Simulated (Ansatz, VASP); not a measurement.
# One calculation of TePb, two programs

Contents of INCAR:

```
SYSTEM = TePb
PREC = Accurate
ENCUT = 520
EDIFF = 1E-6
ISMEAR = 0
SIGMA = 0.01
LREAL = .FALSE.
LASPH = .TRUE.
NELM = 60
ALGO = Normal
ISIF = 2
LWAVE = .FALSE.
LCHARG = .FALSE.
GGA = RP
NBANDS = 17
```

KPOINTS

```
Automatic mesh
0
G
  6 6 6
  0 0 0
```

Contents of POSCAR:

```
TePb
1.0
    0.0000000000      3.2310000000      3.2310000000
    3.2310000000      0.0000000000      3.2310000000
    3.2310000000      3.2310000000      0.0000000000
Te Pb
1 1
Direct
    0.5000000000      0.5000000000      0.5000000000
    0.0000000000      0.0000000000      0.0000000000
```

Input for Ansatz:

```yaml
crystal:
  lattice:
    - [0.0, 3.231, 3.231]
    - [3.231, 0.0, 3.231]
    - [3.231, 3.231, 0.0]
  atoms:
    - { symbol: Te, position: [0.5, 0.5, 0.5] }
    - { symbol: Pb, position: [0.0, 0.0, 0.0] }
kpoints:
  mp_grid:
    grid: [6, 6, 6]
hamiltonian:
  xc: rpbe
scf:
  occupations:
    method: fixed
output:
  forces: true
  stress: true
```

Alike in both runs: task single point; functional RPBE; k mesh 6 × 6 × 6; no spin polarisation.

|  | VASP | Ansatz |
| --- | --- | --- |
| version | VASP 6.6.1 | Ansatz 0.2.0 |
| potentials or method | VASP PAW PBE potentials, release 64 (Te, Pb_d) | plane waves, PAW |
| plane-wave cutoff (eV) | 520 | 420 |
| occupations | gaussian, width 0.01 eV | fixed |
| valence electrons in the cell | 20 | 30 |

Ansatz gave:

```
pressure (GPa) : 3.7
```

Question: Which values does VASP return?

Answer: Pressure (GPa): 3.6.

The two sets of potentials don't hold the same shells in valence.

Caveats: the PAW data sets were made with another functional, which shifts forces and pressure a little (VASP). A k mesh can miss the band edges.
